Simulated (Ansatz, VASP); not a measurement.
# Cross-check of BN between VASP and Ansatz, part 2 of 2

One calculation is typed for both programs; each brings its own data sets and cutoff. How far apart do they land? The cell is a member of a volume series, scaled by 0.96 from a relaxed one, so a pressure remains.

VASP 6.6.1 and Ansatz 0.2.0.

So far. Step 6 (Ansatz: single point, LDA, volume scaled by 0.98): The run ends at a pressure of 4.90 GPa. Step 7 (VASP: single point, LDA, volume scaled by 0.98): The run ends at a pressure of 5.38 GPa.

## (10) Ansatz: single point, LDA, volume scaled by 1.06

Level of this step: Ansatz beside VASP: Kohn-Sham DFT, plane waves, LDA (Ansatz).

A single point gives forces, pressure and levels at one fixed geometry, so differences don't come from the geometry; what else differs is listed under the comparison. The cell compared in this pair holds 36.82 Å³, against 34.04 Å³ for the pair before.

The cell is a member of a volume series, scaled by 1.06 from a relaxed one, so a pressure remains.

File input.yaml:

```yaml
crystal:
  lattice:
    - [2.5394582715, 0.0, 0.0]
    - [-1.2697291357, 2.1992353749, 0.0]
    - [0.0, 0.0, 6.5926978301]
  atoms:
    - { symbol: B, position: [0.3333333333, 0.6666666667, 0.25] }
    - { symbol: B, position: [0.6666666667, 0.3333333333, 0.75] }
    - { symbol: "N", position: [0.3333333333, 0.6666666667, 0.75] }
    - { symbol: "N", position: [0.6666666667, 0.3333333333, 0.25] }
hamiltonian:
  xc: lda
  pseudopotentials: { kind: paw }
kpoints:
  mp_grid: { grid: [10, 10, 4] }
scf:
  occupations: { method: gaussian, width: 0.05 }
  n_extra_bands: 5
output:
  forces: true
  stress: true
  eigenvalues: true
  write_density: true
  write_potential: true
  elf: true
  volumetric_format: npy
```

The run is started by

```bash
$ ansatz run input.yaml --threads 2 --pin off --max-ram 4608MiB --backend cpu --events-out ev --progress --plain --runs-dir out
```

Numbers of over 12 decimals in the logs are rounded to 6 here.

Log:

```text
[...]
Crystal: 4 atoms, lattice volume = 36.819 Å³
Basis set: ecut = 420 eV, 737 PW (Γ)
Bands: 13, of which v1, the nominal top of the filled ones, is band 8 counted from 1 (7 counted from 0)
Symmetry: 24 space group operations
[...]
k-points: 42 of 400
[...]
k-point 0: bands = [... 4 lower, 2.9060, 2.9060, 2.9497, 2.9497, 9.2878, 14.2552, 15.3925, 15.3925, ... 1 higher]
  k-point 1: bands = [... 4 lower, 2.9133, 2.9133, 2.9436, 2.9436, 10.0105, 13.4221, 15.4127, 15.4127, ... 1 higher]
  k-point 2: bands = [... 4 lower, 2.9279, 2.9279, 2.9279, 2.9279, 11.6854, 11.6854, 15.4611, 15.4611, ... 1 higher]
  k-point 41: bands = [... 4 lower, -2.3900, -2.3900, 4.1017, 4.1017, 8.8344, 8.8344, 15.8930, 15.8930, ... 1 higher]
[key lines of the parts left out:]
SCF converged after 6 iterations
Free energy (F): -1052.595702 eV
Fermi energy:    6.324574 eV
P = ⅓ Tr σ = -13.9410 GPa (-139.410 kbar)
```

It took 1.6 s on 2 threads of Arm Neoverse N1, shared host; peak memory 0.26 GiB.

The run ends at a pressure of -13.94 GPa.

## (11) VASP: single point, LDA, volume scaled by 1.06

The same cell, functional (in two slightly different forms), mesh and smearing now go to VASP, with its own data sets and cutoff.

File INCAR:

```
SYSTEM = BN
PREC = Accurate
ENCUT = 520
EDIFF = 1E-06
NELM = 100
ISMEAR = 0
SIGMA = 0.05
LREAL = .FALSE.
ALGO = Normal
GGA = CA
NBANDS = 14
LORBIT = 11
LWAVE = .FALSE.
LCHARG = .FALSE.
KPAR = 4
ISIF = 2
```

File POSCAR:

```
BN
1.0
    2.5394582715      0.0000000000      0.0000000000
   -1.2697291357      2.1992353749      0.0000000000
    0.0000000000      0.0000000000      6.5926978301
B N
2 2
Direct
    0.3333333333      0.6666666667      0.2500000000
    0.6666666667      0.3333333333      0.7500000000
    0.3333333333      0.6666666667      0.7500000000
    0.6666666667      0.3333333333      0.2500000000
```

File KPOINTS:

```
Automatic mesh
0
Gamma
10 10 4
0 0 0
```

PAW data sets: B and N (LDA family, release 64).

The run is started by

```bash
$ mpirun -np 4 vasp_std
```

Log:

```text
[... set-up lines as in an earlier step ...]
 entering main loop
       N       E                     dE             d eps       ncg     rms          rms(c)
DAV:   1     0.496015641313E+02    0.49602E+02   -0.81766E+03  1176   0.106E+03
DAV:   2    -0.385538787147E+02   -0.88155E+02   -0.81220E+02  1604   0.226E+02
DAV:   3    -0.421091820191E+02   -0.35553E+01   -0.35396E+01  1542   0.464E+01
DAV:   4    -0.421339979965E+02   -0.24816E-01   -0.24803E-01  1410   0.431E+00
[...]
DAV:  10    -0.384906797175E+02    0.31622E-04   -0.67404E-04  1458   0.214E-01    0.259E-02
DAV:  11    -0.384906944680E+02   -0.14750E-04   -0.26394E-05  1386   0.451E-02    0.153E-02
DAV:  12    -0.384906937238E+02    0.74417E-06   -0.62742E-06  1374   0.187E-02
   1 F= -.38490694E+02 E0= -.38490694E+02  d E =-.681671E-11
```

From OUTCAR (step 11):

```text
  Total       -4.5885988     -4.5885988     -0.1466099     -0.0000000      0.0000000      0.0000000
  in kB     -199.6708692   -199.6708692     -6.3796662     -0.0000000      0.0000000      0.0000000
  external PRESSURE =    -135.2404682 kB  Pullay stress =       0.0000000 kB

 POSITION                                       TOTAL-FORCE (eV/Angst)
 -----------------------------------------------------------------------------------
     -0.00000      1.46616      1.64817        -0.000000     -0.000000      0.000000
      1.26973      0.73308      4.94452         0.000000      0.000000      0.000000
     -0.00000      1.46616      4.94452        -0.000000     -0.000000      0.000000
      1.26973      0.73308      1.64817         0.000000     -0.000000      0.000000
 -----------------------------------------------------------------------------------
    total drift:                               -0.000000      0.000000      0.000000

  FREE ENERGIE OF THE ION-ELECTRON SYSTEM (eV)
  ---------------------------------------------------
  free  energy   TOTEN  =       -38.4906937238 eV

  energy  without entropy=      -38.4906937238  energy(sigma->0) =      -38.49069372

[... 1 part as in an earlier step ...]

[... 2 further parts left out ...]
[key lines of the parts left out:]
E-fermi :   2.2915
```

The run ends at a pressure of -13.52 GPa.

## (12) Comparison

Both answers:

```csv
quantity,Ansatz,VASP,difference
pressure (GPa),-13.94,-13.52,-0.42
pressure without Ansatz's Pulay correction (GPa),-14.69,-13.52,-1.16
gap on the k mesh (eV),3.960,3.946,+0.015
```

A gap on the mesh is an upper bound, since the band edges may lie between its points. Ansatz's pressure holds a Pulay correction of 0.75 GPa; VASP's holds none.

## (13) What the set-up changes

Further runs change the set-up of one program: Ansatz's method, potentials or start, or VASP's data sets, cutoff or form of LDA. The table gives Ansatz less VASP for each quantity, since a change that brings one quantity closer may part another.

```csv
run,pressure (GPa),gap on the k mesh (eV)
as above,-0.42,0.015
Ansatz's all-electron LAPW method,-0.30,0.0086
```

## (14) Results

| Item | Value |
| --- | --- |
| difference in gap on the k mesh (single point, LDA, volume scaled by 0.96) | 0.018 eV |
| difference in gap on the k mesh (single point, LDA, volume scaled by 0.98) | 0.017 eV |
| difference in gap on the k mesh (single point, LDA, volume scaled by 1.06) | 0.015 eV |

What this shows: The difference in gap on the k mesh is 0.018 eV (single point, LDA, volume scaled by 0.96), within the 0.08 eV picked in this series as the mark of a large difference. Single point, LDA, volume scaled by 0.96, Ansatz's all-electron LAPW method: the difference in pressure goes from -0.49 to -0.33 GPa; the difference in gap on the k mesh goes from 0.018 to 0.010 eV. Single point, LDA, volume scaled by 0.98, Ansatz's all-electron LAPW method: the difference in pressure goes from -0.48 to -0.33 GPa; the difference in gap on the k mesh goes from 0.017 to 0.0099 eV. Single point, LDA, volume scaled by 1.06, Ansatz's all-electron LAPW method: the difference in pressure goes from -0.42 to -0.30 GPa; the difference in gap on the k mesh goes from 0.015 to 0.0086 eV. 2 further runs of this series are not shown here. Such differences can come from data sets, numerical settings and the points named under the comparisons, not from the functional's error against experiment.

[Lines on the potential files, build, host, timing and source positions are cut from VASP's logs without a mark.]

[Logs are printed without paths, hosts, clocks, repeated set-up lines and the standing remarks that a program may print on its own settings, such as how far it seeks lower states.]

[Hosts, paths, dates, database ids (printed as entryN), source tags and the programs' standing remarks are cut or masked in the printed files.]
